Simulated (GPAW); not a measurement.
# Zn in GPAW: a series of runs

The runs below take Zn through single point, with LDA, PBE.

Everything below comes from runs of GPAW 26.7.0. Logs are shortened: lines on timing, memory, paths and dates and some standing lists are left out, and cuts for length are marked. The log counts tension as positive stress, the text compression.

**1. The cell of the first run**

The cell holds a slab with vacuum, 5 atoms: a = 2.617 Å, b = 2.619 Å, c = 24.717 Å, α = 90.00°, β = 90.00°, γ = 119.98°.

The slab is cut from a database's or a generator's crystal, which needn't be the stable form of the element.

**2. Single point, LDA (the (0 0 1) slab of Zn, cut from the database cell, not relaxed)**

run.py reads:

```python
import numpy as np
from ase.dft.bandgap import bandgap
from ase.io import read, write
from gpaw import GPAW, PW

atoms = read('Zn.xyz')
atoms.pbc = (True, True, False)

calc = GPAW(mode=PW(450),
            xc='LDA',
            kpts={'size': (12, 12, 1), 'gamma': True},
            occupations={'name': 'fermi-dirac', 'width': 0.05},
            nbands=47,
            convergence={'density': 1e-05, 'energy': 1e-05},
            maxiter=150,
            poissonsolver={'dipolelayer': 'xy'},
            txt='gpaw.txt')
atoms.calc = calc
energy = atoms.get_potential_energy()
forces = atoms.get_forces()
calc.write('gs.gpw')
write('result.traj', atoms)
print(f'Energy: {energy:.6f} eV')
print('Forces (eV/A):')
print(forces.round(4))
print('Fermi level:', round(calc.get_fermi_level(), 4), 'eV')
print(f'Gap: {bandgap(calc)[0]:.4f} eV, direct: {bandgap(calc, direct=True)[0]:.4f} eV')

v = calc.get_electrostatic_potential().mean(axis=(0, 1))
z = np.arange(len(v)) * atoms.cell[2, 2] / len(v)
ef = calc.get_fermi_level()
np.savetxt('planar.dat', np.c_[z, v], fmt='%.4f')
below, above = np.interp([1.5, atoms.cell[2, 2] - 1.5], z, v) - ef
print(f'Work functions: bottom {below:.4f} eV, top {above:.4f} eV')
print('Dipole moment:', *calc.get_dipole_moment().round(5), 'e A')
```

Zn.xyz reads:

```xyz
5
Lattice="2.6169740200 0.0000000000 0.0000000000 -1.3084870100 2.2681701736 0.0000000000 0.0000000000 0.0000000000 24.7167705914" Properties=species:S:1:pos:R:3 pbc="T T T"
Zn     0.0000000000      1.5394236483      7.5000000000
Zn     0.0000000000      0.0522928942      9.9163623995
Zn     0.0000000000      1.5917165425     12.3583852957
Zn     1.3084870100      0.8629700172     14.8004081919
Zn     0.0000000000      1.6440094367     17.2167705914
```

Potentials or basis: the program's PAW data sets (release 1.2.1) made for this functional, pw.

Command:

```console
$ OMP_NUM_THREADS=1 python run.py
```

gpaw.txt:

```text
__  _  _
 | _ |_)|_||  |
 |__||  | ||/\| - 26.7.0

Input parameters:
  mode=PW(ecut=450.00000000000006),
  convergence={'density': 1e-05, 'energy': 1e-05},
  kpts=MonkhorstPack(size=(12, 12, 1), gamma=True),
  maxiter=150,
  nbands=47,
  occupations=Occupations(name='fermi-dirac', width=0.05),
  poissonsolver=PoissonSolver(dipolelayer='xy'),
  xc=XC(name='LDA')

Diagonalizing LCAO Hamiltonian
Converting LCAO to pw mode

        Zn

           Zn

        Zn

       Zn

        Zn

Atoms  # Å, Bohr magnetons
|   | symbol |        x |        y |         z |    initial magnetic moments |
|---|--------|----------|----------|-----------|-----------------------------|
| 0 |     Zn | 0.000000 | 1.539424 |  7.500000 | ( 0.0000,  0.0000,  0.0000) |
| 1 |     Zn | 0.000000 | 0.052293 |  9.916362 | ( 0.0000,  0.0000,  0.0000) |
| 2 |     Zn | 0.000000 | 1.591717 | 12.358385 | ( 0.0000,  0.0000,  0.0000) |
| 3 |     Zn | 1.308487 | 0.862970 | 14.800408 | ( 0.0000,  0.0000,  0.0000) |
| 4 |     Zn | 0.000000 | 1.644009 | 17.216771 | ( 0.0000,  0.0000,  0.0000) |

Unit cell  # Å
| periodic |         x |        y |         z |   lengths |     angles |
|----------|-----------|----------|-----------|-----------|------------|
|      yes |  2.616974 | 0.000000 |  0.000000 |  2.616974 |  90.000000 |
|      yes | -1.308487 | 2.268170 |  0.000000 |  2.618537 |  90.000000 |
|       no |  0.000000 | 0.000000 | 24.716771 | 24.716771 | 119.980261 |

Number of symmetries: 2
Symmetry operations  # r_c * U_cc + t_c -> r_c
|   | kind |            matrix            |
|---|------|------------------------------|
| 0 |  E   |  1, 0, 0,  0, 1, 0,  0, 0, 1 |
| 1 |  σ   | -1, 0, 0,  1, 1, 0,  0, 0, 1 |

BZ-sampling:
  Number of BZ points: 144
  Number of IBZ points: 43

  Monkhorst-Pack size: [12, 12, 1]
  Monkhorst-Pack shift: [0.041666666666666664, 0.041666666666666664, 0.0]

K-points  # in reciprocal-cell coordinates
|     |                                coordinates |     weight |
|-----|--------------------------------------------|------------|
|   0 | ( -0.00000000,  -0.00000000,   0.00000000) | 0.00694444 |
|   1 | ( -0.00000000,   0.08333333,   0.00000000) | 0.01388889 |
|   2 | ( -0.00000000,   0.16666667,   0.00000000) | 0.01388889 |
|   3 | ( -0.00000000,   0.25000000,   0.00000000) | 0.01388889 |
|   4 | ( -0.00000000,   0.33333333,   0.00000000) | 0.01388889 |
|   5 | ( -0.00000000,   0.41666667,   0.00000000) | 0.01388889 |
|   6 | ( -0.00000000,   0.50000000,   0.00000000) | 0.00694444 |
|   7 | (  0.08333333,  -0.00000000,   0.00000000) | 0.02777778 |
|   8 | (  0.08333333,   0.08333333,   0.00000000) | 0.02777778 |
|   9 | (  0.08333333,   0.16666667,   0.00000000) | 0.02777778 |
| ... |                                            |            |
|  42 | (  0.50000000,   0.50000000,   0.00000000) | 0.01388889 |

Plane wave coefficients: 3222
Cutoff: 450.00000000000006 eV

Spin-components: 1 (collinear spins)
Bands:           47
Projectors:      30
Spin-degeneracy: 2
Datatype:        complex128

Parallelization:
  kpt:    1
  domain: 1
  band:   1

Density:
  Valence electrons: 60.0
  Components: 1
  Grid points: [ 14  14 125]
  Charge: 0.0  # |e|

Potential:
  Grid points: [ 14  14 125]

species:
  Zn:
    name:    Zinc
    Z:       30.0
    valence: 12
    core:    18
    charge:  0.0  # [|e|]
    compensation charges:
      type: gauss
      rc: 0.37  # [Å]
      lmax: 2
    cutoffs:
      filter: 2.14  # [Å]
      core: 2.28  # [Å]
    projectors
    | kind |    occ | energy [eV] | rcut [Å] |
    |------|--------|-------------|----------|
    |   4s |  2.000 |      -6.218 |    1.286 |
    |   4p |  0.000 |      -1.230 |    1.270 |
    |   3d | 10.000 |     -10.426 |    1.180 |
    |    s |        |      20.994 |    1.286 |
    |    p |        |      25.981 |    1.270 |
    |    d |        |      16.786 |    1.180 |

    Using partial waves for Zn as LCAO basis

Reference energy: -243939.508519  # eV

eigensolver:
  PPCG
  Converge bands: occupied
  niter=2

density mixing:
  MSR1-Mixer
  Pratt-step length: 0.05
  Maximum mixing coefficient: 0.75
  Old densities: 10
  SVD Regularization: 0.005
  Good broyden scale: 1.0
  Trust region scale: 1.0
  Backstep threshold: 4.0
  History deletion threshold: 6.0
  Fourier metric: weight=20.0, sigma=0.015

occupation numbers:
  Fermi-Dirac:
    width: 0.0500  # eV

<gpaw.new.pw.poisson.DipoleLayerPWPoissonSolver object>
xc functional:
  name: None

convergence criteria:
- Maximum integral of absolute [dens]ity change: 1e-05 electrons / valence electron
- Maximum [total energy] change in last 3 cyles: 1e-05 eV / valence electron
- Maximum integral of absolute [eigenst]ate change: 4e-08 eV^2 / valence electron
maximum number of iterations: 150

SCF iterations
|iter     | |      energy | eigst |  dens |
|---------|-|-------------|-------|-------|
|iter:   1| |   -9.726640 | +0.53 |       |
|iter:   2| |   -9.676669 | -1.30 | -1.41 |
|iter:   3| |  -36.573088 | +0.31 | -1.43 |
|iter:   4| |  -10.958891 | +1.47 | -0.74 |
|iter:   5| |  -76.775096 | +0.64 | -1.33 |
|iter:   6| |  -11.045168 | +0.12 | -0.42 |
|iter:   7| |  -84.390483 | +0.36 | -1.49 |
|iter:   8| |   -9.833359 | -0.05 | -0.39 |
|iter:   9| |  -13.369684 | -1.23 | -1.82 |
|iter:  10| |   -9.393246 | -1.52 | -1.26 |
|iter:  11| |   -9.569067 | -1.73 | -1.88 |
|iter:  12| |   -9.357487 | -2.25 | -1.85 |
|iter:  13| |   -9.256046 | -2.67 | -2.07 |
|iter:  14| |   -9.252847 | -3.13 | -2.59 |
|iter:  15| |   -9.248317 | -3.88 | -2.77 |
|iter:  16| |   -9.248748 | -4.68 | -3.30 |
|iter:  17| |   -9.248703c| -5.49 | -3.28 |
|iter:  18| |   -9.248534c| -5.84 | -3.42 |
|iter:  19| |   -9.248479c| -6.01 | -3.76 |
|iter:  20| |   -9.248461c| -6.36 | -4.03 |
|iter:  21| |   -9.248461c| -7.38 | -4.54 |
|iter:  22| |   -9.248459c| -7.71c| -5.07c|

Converged in 22 steps
Energy contributions relative to reference atoms: (reference = -243939.508519)

Energy contributions:
  Kinetic:         -15.162177
  Coulomb:          22.028364
  Zero:             -0.112451
  External:          0.000000
  Xc:              -15.995802
  Entropy:          -0.012787
  Spinorbit:         0.000000
  ----------------------------
  Free energy:      -9.254852
  Extrapolated:     -9.248459

dipole moment: (-6.543121, -0.614002, 0.000045)  # |e|*Ang

Fermi level: 1.315
Eigenvalues  # (at kpt = [-0.000, -0.000, 0.000])
| band index |      eig [eV] | occ [0-2] |
|------------|---------------|-----------|
|          0 |        -9.524 |     2.000 |
|        ... |               |           |
|         24 |        -5.943 |     2.000 |
|         25 |        -5.942 |     2.000 |
|         26 |        -5.941 |     2.000 |
|         27 |        -5.940 |     2.000 |
|         28 |        -5.320 |     2.000 |
|         29 |        -3.402 |     2.000 |
[... 8 lines left out ...]
|         38 |        10.681 |     0.000 |
|         39 |        10.970 |     0.000 |
|        ... |               |           |
|         46 |        20.827 |     0.000 |

No gap
No difference between direct/indirect transitions
vacuum-level: 5.559  # V
Workfunctions: 4.243, 4.245 eV (top, bottom)

Forces  # eV/Ang
|       x |        y |        z |
|---------|----------|----------|
| 0.00000 |  0.01013 |  0.11946 |  # Zn   0
| 0.00000 | -0.00524 |  0.02317 |  # Zn   1
| 0.00000 | -0.00002 | -0.00044 |  # Zn   2
| 0.00000 |  0.00523 | -0.02424 |  # Zn   3
| 0.00000 | -0.01012 | -0.12171 |  # Zn   4

# Writing to gs.gpw (mode='')
```

It took 3.8 min on 1 thread of Arm Neoverse V2, shared host; peak memory 0.29 GiB.

Results:

```yaml
Free_energy: -9.2549 eV
Largest_force: 0.122 eV/Å
Band_gap_on_the_k_mesh: none (metal or under the smearing width)
Dipole_across_the_slab: 0.00 e·Å
Work_function_of_the_upper_face: 4.24 eV
Work_function_of_the_lower_face: 4.24 eV
```

Forces on the atoms (eV/Å):
```
Zn   0.000  0.010  0.119
Zn   0.000 -0.005  0.023
Zn   0.000  0.000  0.000
Zn   0.000  0.005 -0.024
Zn   0.000 -0.010 -0.122
```

Levels at points of the mesh, in eV from the Fermi level:
```
           k point  band 27  band 28  band 29  band 30  band 31  band 32  band 33  band 34
(0.00, 0.00, 0.00)    -7.26    -7.26    -6.63    -4.72    -3.00    -0.34     2.14     3.60
(0.00, 0.50, 0.00)    -2.70    -2.07    -1.92    -1.75    -0.03     0.74     1.01     2.18
(0.50, 0.50, 0.00)    -2.72    -2.13    -1.89    -1.73     0.07     0.69     0.97     2.26
```

**3. Single point, PBE (the (0 0 1) slab of Zn, cut from the database cell, not relaxed)**

Edit run.py of step 2 so:

```diff
@@ -9,3 +9,3 @@
 calc = GPAW(mode=PW(450),
-            xc='LDA',
+            xc='PBE',
             kpts={'size': (12, 12, 1), 'gamma': True},
```

Zn.xyz is that of step 2.

Potentials or basis: GPAW PAW data sets (gpaw-data 1.2.1), pw.

Command:

```console
$ OMP_NUM_THREADS=1 python run.py
```

It took 3.9 min on 1 thread of Arm Neoverse V2, shared host; peak memory 0.29 GiB.

It converged, with:

```yaml
Free_energy: -5.6316 eV
Largest_force: 0.171 eV/Å
Band_gap_on_the_k_mesh: none (metal or under the smearing width)
Dipole_across_the_slab: 0.00 e·Å
Work_function_of_the_upper_face: 3.94 eV
Work_function_of_the_lower_face: 3.94 eV
```

Forces in eV/Å, atoms in the order of the input:
```
Zn   0.000  0.012 -0.170
Zn   0.000 -0.003  0.037
Zn   0.000  0.000  0.000
Zn   0.000  0.003 -0.036
Zn   0.000 -0.012  0.170
```

Levels at points of the mesh, in eV from the Fermi level:
```
           k point  band 26  band 27  band 28  band 29  band 30  band 31  band 32  band 33  band 34  band 35
(0.00, 0.00, 0.00)    -7.20    -7.20    -7.20    -6.62    -4.69    -3.03    -0.33     2.13     3.38     4.23
(0.00, 0.50, 0.00)    -3.03    -2.71    -2.07    -1.91    -1.76     0.02     0.79     1.08     2.24     2.69
(0.50, 0.50, 0.00)    -3.00    -2.73    -2.12    -1.87    -1.73     0.13     0.74     1.04     2.32     2.67
```
